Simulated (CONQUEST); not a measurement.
# Nb (Im-3m) in CONQUEST: reference runs

How does Nb come out in PBEsol? The cell is run as given.

Program: CONQUEST 1.3. These are calculated values, not measurements. Logs are shortened: lines on timing, memory, paths and dates and some standing lists are left out, and cuts for length are marked.

## 1. The structure

It takes space group Im-3m (No. 229, cubic). Conventional cell: a = 3.328 Å, b = 3.328 Å, c = 3.328 Å, α = 90.00°, β = 90.00°, γ = 90.00°. Nb (site symmetry m-3m) is surrounded by 8 Nb at 2.88 Å.

## 2. Single point, PBEsol

File Conquest_input:

```
IO.Title Nb
IO.Coordinates coords.dat
IO.FractionalAtomicCoords T
IO.Iprint 2
IO.Iprint_init 1
General.NumberOfSpecies 1
General.PseudopotentialType hamann
AtomMove.TypeOfRun static
AtomMove.FullStress T
Grid.GridCutoff 120
DM.SolutionMethod diagon
Diag.MPMesh T
Diag.GammaCentred T
Diag.MPMeshX 8
Diag.MPMeshY 8
Diag.MPMeshZ 8
Diag.kT 0.00183747
minE.SCTolerance 1e-6
SC.MaxIters 100
IO.AtomChargeOutput T
IO.DumpChargeDensity T
IO.DumpESPot T
%block ChemicalSpeciesLabel
1 92.910 Nb
%endblock
```

File coords.dat:

```
    6.2888195701     0.0000000000     0.0000000000
    0.0000000000     6.2888195701     0.0000000000
    0.0000000000     0.0000000000     6.2888195701
2
  0.0000000000   0.0000000000   0.0000000000 1 T T T
  0.5000000000   0.5000000000   0.5000000000 1 T T T
```

Potentials or basis: PseudoDojo NC PBEsol, DZP, grid cutoff 120 Ha.

Command:

```bash
$ OMP_NUM_THREADS=1 Conquest
```

What it wrote:

```text
Simulation cell dimensions:     6.2888 a0 x     6.2888 a0 x     6.2888 a0

      Atomic coordinates (a0)
         Atom         X         Y         Z  Species
            1    0.0000    0.0000    0.0000        1
            2    3.1444    3.1444    3.1444        1

         Monkhorst-Pack mesh:   8 x   8 x   8 gamma-centred
        This calculation includes non-local pseudopotentials,
         with a maximum core radius of      8.30698119

    Job title: Nb
    Job to be run: static calculation

[... 5 lines left out ...]
      Using Fermi-Dirac smearing

    Integration grid size:     32 x   32 x   32

    Integration grid spacing:  0.197 a0 x 0.197 a0 x 0.197 a0

    Number of species:  1
    --------------------------------------------------------
    |   #  mass (au)  Charge (e)  SF Rad (a0)  NSF  Label  |
    --------------------------------------------------------
    |   1     92.910      13.000        8.647   19  Nb     |
    --------------------------------------------------------
          SCF tolerance:                 0.00000100
          SCF iterations:               100

    LibXC version:  6. 2. 2
    Using the GGA functional Perdew, Burke & Ernzerhof SOL
    Using the GGA functional Perdew, Burke & Ernzerhof SOL

           radial cut-off to be used is taken to be max PAO cut-off radius for this species:    8.306981

           greatest ang. mom. for making density from PAOs:  2
    Minimum blocs/proc is      512. Maximum blocs/proc is      512
    set_atom_dens: In set_atomic_density, electrons :      26.000000000000
 matrix_size & matrix_size_padH =           38          38

    Screened ion int: energy:     -91.538597434349 Ha

    new_SC_potl: Starting.  Tolerance:  0.10000E-05

    PulayMixSC: Starting Pulay mixing, A_up =  0.500 A_dn =  0.500
    PulayMixSC: Spin non-polarised calculation.
          Harris-Foulkes Energy            :      -124.524435409425223 Ha
          GroundState Energy (E-(1/2)TS)   :      -124.524911421761587 Ha
          Free Energy (E-TS)               :      -124.525387434097965 Ha
          DFT Total Energy                 :      -124.445545765913835 Ha
          Total number of electrons        :        26.000000000001517
    PulayMixSC: Pulay iteration     1 residual:              0.53676E-02
          Harris-Foulkes Energy            :      -124.479221003186865 Ha
          GroundState Energy (E-(1/2)TS)   :      -124.479657624813058 Ha
          Free Energy (E-TS)               :      -124.480094246439265 Ha
          DFT Total Energy                 :      -124.477033965447092 Ha
          Total number of electrons        :        26.000013548078783
    PulayMixSC: Pulay iteration     2 residual:              0.13815E-02
          Harris-Foulkes Energy            :      -124.477911518546989 Ha
          GroundState Energy (E-(1/2)TS)   :      -124.478322110060660 Ha
          Free Energy (E-TS)               :      -124.478732701574330 Ha
          DFT Total Energy                 :      -124.477863183782461 Ha
          Total number of electrons        :        26.000021415298466
    PulayMixSC: Pulay iteration     3 residual:              0.46367E-03
          Harris-Foulkes Energy            :      -124.477868693316509 Ha
          GroundState Energy (E-(1/2)TS)   :      -124.478278317291810 Ha
          Free Energy (E-TS)               :      -124.478687941267111 Ha
          DFT Total Energy                 :      -124.477868571661290 Ha
          Total number of electrons        :        26.000025391412088
    PulayMixSC: Pulay iteration     4 residual:              0.10900E-04
          Harris-Foulkes Energy            :      -124.477868239963868 Ha
          GroundState Energy (E-(1/2)TS)   :      -124.478277798604083 Ha
          Free Energy (E-TS)               :      -124.478687357244297 Ha
          DFT Total Energy                 :      -124.477868215224703 Ha
          Total number of electrons        :        26.000025349378191
    PulayMixSC: Pulay iteration     5 residual:              0.61631E-05
          Harris-Foulkes Energy            :      -124.477868537759633 Ha
          GroundState Energy (E-(1/2)TS)   :      -124.478278107919962 Ha
          Free Energy (E-TS)               :      -124.478687678080306 Ha
          DFT Total Energy                 :      -124.477868537746417 Ha
          Total number of electrons        :        26.000022388463325
    PulayMixSC: Pulay iteration     6 residual:              0.12585E-06
    PulayMixSC: Reached SCF tolerance of  0.12585E-06 after      6 iterations
      | Number of electrons      =        26.000022
      |* band energy as 2Tr[K.H] =       -28.205618293600601 Ha
      |  screened ion-ion energy =       -91.538597434349228 Ha
      |  Ha correction           =         1.515448409513862 Ha
      |  XC correction           =        -6.249099837234735 Ha
      | GS Energy as E-(1/2)TS   =      -124.478278107919962 Ha
      | Free Energy as E-TS      =      -124.478687678080306 Ha
      |* Harris-Foulkes energy   =      -124.477868537759633 Ha
      |* DFT total energy        =      -124.477868537746417 Ha
      |  estimated accuracy      =        -0.000000000013216 Ha

    force: Forces on atoms (Ha/a0)
    force:  Atom   X              Y              Z
    force:     1   0.0000000000  -0.0000000000  -0.0000000000
    force:     2   0.0000000000   0.0000000000   0.0000000000

    force: Maximum force :        0.00000000(Ha/a0) on atom         1 in z direction
    force: Force Residual:        0.00000000 Ha/a0
    force: Total stress:          7.61922823     0.00000000     0.00000000 GPa
                             0.00000000     7.61922823     0.00000000
                             0.00000000     0.00000000     7.61922823
    force: Average pressure:     -7.61922823 GPa

    force: Finished force
    get_E_and_F: Change in energy during last step of electronic optimisation: -0.29780E-06

    BIBLIOGRAPHY: Please consider citing the following references in the conquest.bib file

    CONQUEST:         Bowler2002pt, Miyazaki2004, Nakata2020
    Basis:            Bowler2019
    DM:               Bowler:2006xr
    Pseudopotentials: Hamann2013, Bowler2019
    XC references from LibXC:
```

It took 2.4 min on 1 thread of Intel Xeon Platinum 8259CL at 2.50GHz (Skylake/Cascade Lake), shared host; peak memory 0.55 GiB.

What came out:

| Item | Value |
| --- | --- |
| Free energy | -3387.2376 eV |
| Pressure | -7.6 GPa |
| Band gap on the k mesh | none (metal or under the smearing width) |

Caveat: the box holds several primitive cells, so bands are folded and the points are those of the box's own zone; the basis of atomic orbitals isn't converged, which shifts pressures, moduli and gaps.
